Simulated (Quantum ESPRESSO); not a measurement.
The system is GaAs.

```
As Ga
1.0
     0.00000    2.82685    2.82685
     2.82685    0.00000    2.82685
     2.82685    2.82685    0.00000
As Ga
1 1
Direct
  0.75000 0.75000 0.75000
  0.00000 0.00000 0.00000
```

Program: Quantum ESPRESSO 7.5. Alike in all runs: no spin polarisation; cell as given; smearing fermi-dirac 0.05 eV.

Task: Order these runs on this cell by their pressure, lowest first.
A. level optB88-vdW; potentials or basis PseudoDojo 0.4.1 SR PBE standard; k mesh 8 × 8 × 8; cutoff (eV) 1143
B. level WC; potentials or basis PseudoDojo 0.4.1 SR PBE standard; k mesh 6 × 6 × 6, shifted; cutoff (eV) 1143
C. level LDA; potentials or basis PseudoDojo 0.4.1 SR LDA standard; k mesh 6 × 6 × 6, shifted; cutoff (eV) 1088; form of the LDA correlation PW92
D. level BLYP; potentials or basis PseudoDojo 0.4.1 SR PBE standard; k mesh 6 × 6 × 6, shifted; cutoff (eV) 1143

Result: C (-2.1 GPa), B (0.4 GPa), A (2.1 GPa), D (6.4 GPa).

Caveats: the potentials were made for another functional, which shifts forces and pressure (some runs); the cell is more than 3 GPa from zero pressure, which shifts response properties (some runs).

Not every run made on this cell is shown here.
